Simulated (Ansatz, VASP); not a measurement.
## Y in VASP and in Ansatz

```
CELL_PARAMETERS angstrom
3.60688 0.00000 0.00000
-1.80344 3.12365 0.00000
0.00000 0.00000 6.02201
ATOMIC_POSITIONS crystal
Y 0.33333 0.66667 0.25000
Y 0.66667 0.33333 0.75000
```

Alike in both runs: task single point; functional PBE; k mesh 15 × 15 × 8; occupations gaussian, width 0.1 eV; no spin polarisation.

|  | VASP | Ansatz |
| --- | --- | --- |
| version | VASP 6.6.1 | Ansatz 0.2.0 |
| potentials or method | VASP PAW PBE potentials, release 64 (Y_sv) | scalar-relativistic, plane waves, PAW |
| plane-wave cutoff (eV) | 520 | 420 |
| valence electrons in the cell | 22 | 22 |

Ansatz gave:

| Quantity | Value |
| --- | --- |
| gap on the k mesh at the Fermi level (eV) | none |
| pressure (GPa) | -1.2 |
| largest component of the traceless stress (GPa) | 2.43 |

Which values does VASP return?

gap on the k mesh at the Fermi level (eV): none; pressure (GPa): -1.3; largest component of the traceless stress (GPa): 2.42.

A gap of «none» marks a metal or a gap that the smearing closes.
